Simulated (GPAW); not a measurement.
Co:

```
Co
1.0
     2.47200    0.00000    0.00000
    -1.23600    2.14081    0.00000
     0.00000    0.00000    4.02114
Co
2
Cartesian
  1.2360 0.7136 3.0159
  0.0000 1.4272 1.0053
```

Base run:

| Quantity | Value |
| --- | --- |
| Program | GPAW 26.7.0 |
| Functional | TASK |
| Potentials or basis | GPAW PAW data sets (gpaw-data 1.2.1) |
| Cutoff | 600 eV |
| Basis | pw |
| k mesh | 9 × 9 × 5 |
| Occupations | fermi-dirac, width 0.05 eV |
| Spin | collinear spin, ferromagnetic start |
| Starting moments | [2.0, 2.0] μB |

Its results: pressure 7.0 GPa; net moment 3.74 μB per cell; site moments Co +2.03 μB.

Question: The run is repeated on the same cell with these changes: functional from TASK to PBE. What comes out?

Answer: Pressure 3.7 GPa; net moment 3.07 μB per cell; site moments Co +1.62 μB.

Caveats: the PAW data sets were made with another functional, which shifts forces and pressure a little (some runs).
